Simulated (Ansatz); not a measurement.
## Ge2Se3: competing structures

The calculation used DFT PBE, scalar-relativistic, plane waves, PAW (Ansatz 0.2.0). Settings: cutoff 420 eV, Γ-centred meshes no coarser than 0.19 Å⁻¹ for metals and 0.3 Å⁻¹ for insulators (2π included), Gaussian smearing.

Temperature and zero-point effects are left out. The comparison covers the computed candidates alone. For metals, differences of a few meV/atom aren't resolved. Weakly bound directions are ill-defined at this level, which has no dispersion term (Ge2Se3 P-3m1, Ge2Se3 R-3m). No run is spin-polarised.

```csv
#,started from,space group,atoms,V (Å³/atom),ΔE (meV/atom),gap on mesh (eV)
1,"A-type sesquioxide type, changed",P-3m1 (No. 164),5,23.4,0,0.00
2,tetradymite type,R-3m (No. 166),5,24.0,3,0.00
3,corundum type,R-3c (No. 167),10,24.0,109,0.00
```

The first two are tied within the noise. The first: Space group P-3m1 (No. 164), trigonal, a = 3.779 Å, c = 9.466 Å. Ge has 3 Se at 2.60 Å and 3 Se at 2.78 Å; Se on Wyckoff site a (1 atom of the primitive cell) has 6 Ge at 2.78 Å; around Se on Wyckoff site d (2 atoms of the primitive cell) lie 3 Ge at 2.60 Å. Its energy against the elements is -0.19 eV/atom. Energies over the elements count from the lowest elemental structures computed at the same level, with no empirical corrections.

```cif
data_structure
_symmetry_space_group_name_H-M 'P-3m1'
_symmetry_Int_Tables_number 164
_cell_length_a 3.7788
_cell_length_b 3.7788
_cell_length_c 9.4655
_cell_angle_alpha 90.000
_cell_angle_beta 90.000
_cell_angle_gamma 120.000
_cell_volume 117.05
loop_
_atom_site_label
_atom_site_type_symbol
_atom_site_symmetry_multiplicity
_atom_site_Wyckoff_symbol
_atom_site_fract_x
_atom_site_fract_y
_atom_site_fract_z
_atom_site_occupancy
Ge1 Ge 2 d 0.33333 0.66667 0.18263 1
Se1 Se 1 a 0.00000 0.00000 0.00000 1
Se2 Se 2 d 0.33333 0.66667 0.66786 1
```

The second: Space group R-3m (No. 166), trigonal, a = 3.763 Å, c = 29.371 Å. Ge is coordinated by 3 Se at 2.60 Å and 3 Se at 2.79 Å; around Se on Wyckoff site a (1 atom of the primitive cell) lie 6 Ge at 2.79 Å; Se on Wyckoff site c (2 atoms of the primitive cell) is coordinated by 3 Ge at 2.60 Å.